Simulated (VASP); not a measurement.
# BeTe (F-43m) in VASP: single point with PBE

Aim: the single point of BeTe with PBE.

Everything below comes from runs of VASP 6.6.1. Logs are shortened: lines on timing, memory, paths and dates and some standing lists are left out, and cuts for length are marked.

### Step 1. The structure

It takes space group F-43m (No. 216, cubic). Conventional cell: a = 5.540 Å, b = 5.540 Å, c = 5.540 Å, α = 90.00°, β = 90.00°, γ = 90.00°. Around Be (site symmetry -43m) lie 4 Te at 2.40 Å. Te (site symmetry -43m) is surrounded by 4 Be at 2.40 Å.

### Step 2. Single point, PBE

INCAR reads:

```
PREC = Accurate
ENCUT = 520
EDIFF = 1E-6
ISMEAR = -1
SIGMA = 0.02
LREAL = False
LASPH = True
NELM = 80
ALGO = Normal
ISIF = 2
LWAVE = False
LCHARG = False
GGA = PE
NBANDS = 11
```

KPOINTS reads:

```
regular mesh
0
Gamma
  9 9 9
```

POSCAR reads:

```
BeTe
1.0
    0.0000000000      2.7700000000      2.7700000000
    2.7700000000      0.0000000000      2.7700000000
    2.7700000000      2.7700000000      0.0000000000
Be Te
1 1
Direct
    0.0000000000      0.0000000000      0.0000000000
    0.2500000000      0.2500000000      0.2500000000
```

Potentials or basis: VASP PAW PBE potentials, release 64 (Be, Te).

Launch:

```bash
cat potpaw_PBE.64/Be/POTCAR potpaw_PBE.64/Te/POTCAR > POTCAR
mpirun -np 1 vasp_std > vasp.out
```

OUTCAR:

```text
PREC = Accurate
   ENCUT = 520
   EDIFF = 1E-6
   ISMEAR = -1
   LREAL = False
   LASPH = True
   NELM = 80
   ISIF = 2
   GGA = PE

 ion  position               nearest neighbor table
   1  0.000  0.000  0.000-   2 2.40   2 2.40   2 2.40   2 2.40
   2  0.250  0.250  0.250-   1 2.40   1 2.40   1 2.40   1 2.40

  LATTYP: Found a face centered cubic cell.
 ALAT       =     5.5400000000

  Lattice vectors:

 A1 = (   0.0000000000,   2.7700000000,   2.7700000000)
 A2 = (   2.7700000000,   0.0000000000,   2.7700000000)
 A3 = (   2.7700000000,   2.7700000000,   0.0000000000)

Analysis of symmetry for initial positions (statically):
=====================================================================
 Subroutine PRICEL returns:
 Original cell was already a primitive cell.

 Routine SETGRP: Setting up the symmetry group for a
 face centered cubic supercell.

 Subroutine GETGRP returns: Found 24 space group operations
 (whereof 24 operations were pure point group operations)
 out of a pool of 48 trial point group operations.

The static configuration has the point symmetry T_d .

Analysis of symmetry for dynamics (positions and initial velocities):
=====================================================================
 Subroutine PRICEL returns:
 Original cell was already a primitive cell.

 Routine SETGRP: Setting up the symmetry group for a
 face centered cubic supercell.

 Subroutine GETGRP returns: Found 24 space group operations
 (whereof 24 operations were pure point group operations)
 out of a pool of 48 trial point group operations.

The dynamic configuration has the point symmetry T_d .

 Subroutine INISYM returns: Found 24 space group operations
 (whereof 24 operations are pure point group operations),
 and found     1 'primitive' translations

----------------------------------------------------------------------------------------

                                     Primitive cell

  volume of cell :      42.5079

  direct lattice vectors                    reciprocal lattice vectors
     0.000000000  2.770000000  2.770000000    -0.180505415  0.180505415  0.180505415
     2.770000000  0.000000000  2.770000000     0.180505415 -0.180505415  0.180505415
     2.770000000  2.770000000  0.000000000     0.180505415  0.180505415 -0.180505415

  length of vectors
     3.917371568  3.917371568  3.917371568     0.312644550  0.312644550  0.312644550

  position of ions in fractional coordinates (direct lattice)
     0.000000000  0.000000000  0.000000000
     0.250000000  0.250000000  0.250000000

  ion indices of the primitive-cell ions
   primitive index   ion index
                 1           1
                 2           2

----------------------------------------------------------------------------------------

 KPOINTS: regular mesh

Automatic generation of k-mesh.
 Grid dimensions read from file:
 generate k-points for:    9    9    9

 Generating k-lattice:

  Cartesian coordinates                     Fractional coordinates (reciprocal lattice)
    -0.020056157  0.020056157  0.020056157     0.111111111  0.000000000  0.000000000
     0.020056157 -0.020056157  0.020056157     0.000000000  0.111111111  0.000000000
     0.020056157  0.020056157 -0.020056157     0.000000000  0.000000000  0.111111111

  Length of vectors
     0.034738283  0.034738283  0.034738283

  Shift w.r.t. Gamma in fractional coordinates (k-lattice)
     0.000000000  0.000000000  0.000000000

 Subroutine IBZKPT returns following result:
 ===========================================

 Found     35 irreducible k-points:

 Following reciprocal coordinates:
            Coordinates               Weight
  0.000000  0.000000  0.000000      1.000000
  0.111111  0.000000  0.000000      8.000000
  0.222222  0.000000  0.000000      8.000000
  0.333333  0.000000  0.000000      8.000000
  0.444444  0.000000  0.000000      8.000000
  0.111111  0.111111  0.000000      6.000000
[... 16 lines left out ...]
 -0.333333  0.333333  0.000000     12.000000
  0.444444  0.444444  0.000000      6.000000
 [... further k-points ...]
   k-points           NKPTS =     35   k-points in BZ     NKDIM =     35   number of bands    NBANDS=     11
   number of dos      NEDOS =    301   number of ions     NIONS =      2
   total plane-waves  NPLWV =  27000
   dimension x,y,z NGX =    30 NGY =   30 NGZ =   30
   dimension x,y,z NGXF=    60 NGYF=   60 NGZF=   60
   ions per type =               1   1
   NGX,Y,Z   is equivalent  to a cutoff of  12.73, 12.73, 12.73 a.u.
   NGXF,Y,Z  is equivalent  to a cutoff of  25.46, 25.46, 25.46 a.u.
 SYSTEM =  unknown system
   PREC   = accura    normal or accurate (medium, high low for compatibility)
   ISTART =      0    job   : 0-new  1-cont  2-samecut
   ICHARG =      2    charge: 1-file 2-atom 10-const
   ISPIN  =      1    spin polarized calculation?
   LNONCOLLINEAR =      F non collinear calculations
   LSORBIT =      F    spin-orbit coupling
   LASPH  =      T    aspherical Exc in radial PAW
   ENCUT  =  520.0 eV  38.22 Ry    6.18 a.u.   7.28  7.28  7.28*2*pi/ulx,y,z
   NELM   =     80;   NELMIN=  2; NELMDL= -5     # of ELM steps
   EDIFF  = 0.1E-05   stopping-criterion for ELM
   LREAL  =      F    real-space projection
[... 7 lines left out ...]
   TEBEG  =    0.0;   TEEND  =   0.0 temperature during run
   PSTRESS=    0.0 pullay stress
   NELECT =       8.0000    total number of electrons
   NUPDOWN=      -1.0000    fix difference up-down
   EMIN   =  10.00;   EMAX   =-10.00  energy-range for DOS
   EFERMI =   0.00;   METHOD = LEGACY
   ISMEAR =    -1;   SIGMA  =   0.02  broadening in eV -4-tet -1-fermi 0-gaus
   EFERMI_NEDOS =   21; number of points for ismear=-14 and -15
   IALGO  =     38    algorithm
   IMIX   =      4    mixing-type and parameters
     AMIX     =   0.40;   BMIX     =  1.00
     AMIX_MAG =   1.60;   BMIX_MAG =  1.00
  volume/ion in A,a.u.               =      21.25       143.43
  Fermi-wavevector in a.u.,A,eV,Ry     =   0.938170  1.772885 11.975354  0.880164
  Thomas-Fermi vector in A             =   2.065355
   LORBIT       =      0    0 simple, 1 ext, 2 COOP (PROOUT), +10 PAW based schemes
   GGA     = PE    functional components
   LHFCALC =     F    Hartree Fock is set to
   AEXX    =    0.0000 exact exchange contribution
   IVDW    =     0    specifies the selected vdW correction
   LEPSILON=     F    determine dielectric tensor
   LRPA    =     F    only Hartree local field effects (RPA)
 non-spin polarized calculation
  energy-cutoff  :      520.00
  volume of cell :       42.51
 maximum number of plane-waves:      1158
 NGX is ok and might be reduce to    30
   NGX = 15   NGY = 15   NGZ = 15

 number of electron       8.0000000 magnetization

 Free energy of the ion-electron system (eV)
  ---------------------------------------------------
  ext. energy  EPLUGINS =         0.00000000
  ---------------------------------------------------
  free energy    TOTEN  =        -7.58526621 eV

  energy without entropy =       -7.58526621  energy(sigma->0) =       -7.58526621

 E-fermi :   6.0366     XC(G=0):  -9.2570

 val. band max:        5.6642787784   @ k =   0.0000   0.0000   0.0000
 cond. band min:       7.5493221724   @ k =   0.4444   0.4444   0.0000
 fundamental gap:      1.8850433940
 Fermi energy:         6.0365744217

 k-point     1 :       0.0000    0.0000    0.0000
  band No.  band energies     occupation
      1      -6.9706      2.00000
      2       5.6643      2.00000
      3       5.6643      2.00000
      4       5.6643      2.00000
      5       9.2286      0.00000
      6       9.2286      0.00000
      7       9.2286      0.00000
      8       9.8553      0.00000
      9      14.0507      0.00000
     10      16.0118      0.00000
     11      16.0118      0.00000

 k-point     2 :       0.1111    0.0000    0.0000
  band No.  band energies     occupation
      1      -6.8449      2.00000
      2       4.5139      2.00000
      3       5.4541      2.00000
      4       5.4541      2.00000
      5       9.2921      0.00000
      6       9.5305      0.00000
      7       9.5305      0.00000
      8      10.8564      0.00000
      9      14.3986      0.00000
     10      15.1222      0.00000
     11      15.1222      0.00000

 k-point     3 :       0.2222    0.0000    0.0000
  band No.  band energies     occupation
      1      -6.4889      2.00000
      2       2.6235      2.00000
      3       5.0357      2.00000
      4       5.0357      2.00000
      5       9.1349      0.00000
      6      10.0587      0.00000
      7      10.0587      0.00000
      8      12.5914      0.00000
      9      14.6803      0.00000
     10      14.6803      0.00000
     11      14.7790      0.00000

 k-point     4 :       0.3333    0.0000    0.0000
  band No.  band energies     occupation
      1      -5.9878      2.00000
      2       0.9661      2.00000
      3       4.6710      2.00000
      4       4.6710      2.00000
      5       8.9745      0.00000
      6      10.2720      0.00000
      7      10.2720      0.00000
      8      13.5132      0.00000
      9      15.2486      0.00000
     10      15.3466      0.00000
     11      15.3466      0.00000

 k-point     5 :       0.4444    0.0000    0.0000
  band No.  band energies     occupation
      1      -5.5653      2.00000
      2      -0.0582      2.00000
      3       4.4711      2.00000
      4       4.4711      2.00000
      5       8.8860      0.00000
      6      10.2399      0.00000
      7      10.2399      0.00000
      8      13.4810      0.00000
      9      16.5132      0.00000
     10      16.8400      0.00000
     11      16.8400      0.00000

 k-point     6 :       0.1111    0.1111    0.0000
  band No.  band energies     occupation
      1      -6.8029      2.00000
      2       4.7395      2.00000
      3       5.0649      2.00000
      4       5.0649      2.00000
      5       8.9022      0.00000
      6      10.0728      0.00000
      7      10.0728      0.00000
      8      10.7121      0.00000
      9      13.9500      0.00000
     10      14.8212      0.00000
     11      16.2074      0.00000

 k-point     7 :       0.2222    0.1111    0.0000
  band No.  band energies     occupation
      1      -6.5225      2.00000
      2       3.1926      2.00000
      3       4.5927      2.00000
      4       4.8145      2.00000
      5       9.0034      0.00000
      6      10.1931      0.00000
      7      10.7777      0.00000
      8      11.5915      0.00000
      9      14.0163      0.00000
     10      15.3805      0.00000
     11      15.8347      0.00000

 k-point     8 :       0.3333    0.1111    0.0000
  band No.  band energies     occupation
      1      -6.0633      2.00000
      2       1.5147      2.00000
      3       4.2591      2.00000
      4       4.3719      2.00000
      5       9.2282      0.00000
      6      10.2479      0.00000
      7      11.0718      0.00000
      8      12.1174      0.00000
      9      15.3468      0.00000
     10      15.5219      0.00000
     11      16.1747      0.00000
[... 141 lines left out ...]
 k-point    19 :      -0.2222    0.2222    0.0000
  band No.  band energies     occupation
      1      -5.8108      2.00000
      2       1.4100      2.00000
      3       2.6801      2.00000
      4       4.6302      2.00000
      5       9.6418      0.00000
      6      10.8081      0.00000
      7      11.4874      0.00000
      8      12.2303      0.00000
      9      13.8569      0.00000
     10      16.1578      0.00000
     11      17.7609      0.00000

 k-point    20 :       0.3333    0.3333    0.0000
  band No.  band energies     occupation
      1      -5.6444      2.00000
      2       1.5029      2.00000
      3       3.2938      2.00000
      4       3.2938      2.00000
      5       7.8301      0.00000
      6       9.0963      0.00000
      7      13.6607      0.00000
      8      13.6607      0.00000
      9      16.0599      0.00000
     10      17.7751      0.00000
     11      17.9330      0.00000

 k-point    21 :       0.4444    0.3333    0.0000
  band No.  band energies     occupation
      1      -5.2780      2.00000
      2       0.8452      2.00000
      3       2.6949      2.00000
      4       3.1214      2.00000
      5       7.9931      0.00000
      6       9.1273      0.00000
      7      13.9698      0.00000
      8      14.0832      0.00000
      9      17.0552      0.00000
     10      18.2845      0.00000
     11      18.5075      0.00000

 k-point    22 :      -0.4444    0.3333    0.0000
  band No.  band energies     occupation
      1      -5.0314      2.00000
      2       0.5885      2.00000
      3       1.8342      2.00000
      4       3.2245      2.00000
      5       8.2427      0.00000
      6      10.5102      0.00000
      7      13.7056      0.00000
      8      13.7764      0.00000
      9      15.8381      0.00000
     10      16.9416      0.00000
     11      19.1466      0.00000

 k-point    23 :      -0.3333    0.3333    0.0000
  band No.  band energies     occupation
      1      -5.0828      2.00000
      2       0.7577      2.00000
      3       1.4105      2.00000
      4       3.5839      2.00000
      5       8.6285      0.00000
      6      12.5495      0.00000
      7      12.8226      0.00000
      8      13.4532      0.00000
      9      13.9633      0.00000
     10      15.3478      0.00000
     11      19.4295      0.00000

 k-point    24 :       0.4444    0.4444    0.0000
  band No.  band energies     occupation
      1      -5.0522      2.00000
      2       0.4350      2.00000
      3       2.8813      2.00000
      4       2.8813      2.00000
      5       7.5493      0.00000
      6       8.3504      0.00000
      7      15.3438      0.00000
      8      15.3438      0.00000
      9      17.3174      0.00000
     10      19.0901      0.00000
     11      19.1446      0.00000

 [... further k-points ...]
[... 5 lines left out ...]
  --------------------------------------------------------------------------------------
  -------------------------------------------------------------------------------------
  Total        1.1807492      1.1807492      1.1807492      0.0000000      0.0000000      0.0000000
  in kB       44.5039877     44.5039877     44.5039877      0.0000000      0.0000000      0.0000000
  external PRESSURE =      44.5039877 kB  Pullay stress =       0.0000000 kB

 VOLUME and BASIS-vectors are now :
 -----------------------------------------------------------------------------
  energy-cutoff  :      520.00
  volume of cell :       42.51
      direct lattice vectors                 reciprocal lattice vectors
     0.000000000  2.770000000  2.770000000    -0.180505415  0.180505415  0.180505415
     2.770000000  0.000000000  2.770000000     0.180505415 -0.180505415  0.180505415
     2.770000000  2.770000000  0.000000000     0.180505415  0.180505415 -0.180505415

 POSITION                                       TOTAL-FORCE (eV/Angst)
 -----------------------------------------------------------------------------------
      0.00000      0.00000      0.00000         0.000000      0.000000      0.000000
      1.38500      1.38500      1.38500        -0.000000     -0.000000     -0.000000
 -----------------------------------------------------------------------------------
    total drift:                                0.000000      0.000000      0.000000

  FREE ENERGIE OF THE ION-ELECTRON SYSTEM (eV)
  ---------------------------------------------------
  free  energy   TOTEN  =        -7.5852662096 eV

  energy  without entropy=       -7.5852662096  energy(sigma->0) =       -7.58526621
```

Run time: 15 s. Hardware: 1 thread of Intel Xeon Platinum 8488C (Sapphire Rapids), shared host; peak memory 0.17 GiB.

Results:

| Item | Value |
| --- | --- |
| Free energy | -7.5853 eV |
| Pressure | 4.5 GPa |
| Band gap on the k mesh | 1.88 eV, indirect (least direct gap 3.56 eV) |

Levels at points of the mesh, in eV from the valence-band top:
| k point | band 1 | band 2 | band 3 | band 4 | band 5 | band 6 | band 7 | band 8 |
| --- | --- | --- | --- | --- | --- | --- | --- | --- |
| (0.00, 0.00, 0.00) | -12.63 | 0.00 | 0.00 | 0.00 | 3.56 | 3.56 | 3.56 | 4.19 |

Caveat: spin-orbit coupling is left out, which moves the levels of the heavy elements; an odd mesh through Γ misses points on the zone boundary, where band edges often lie.
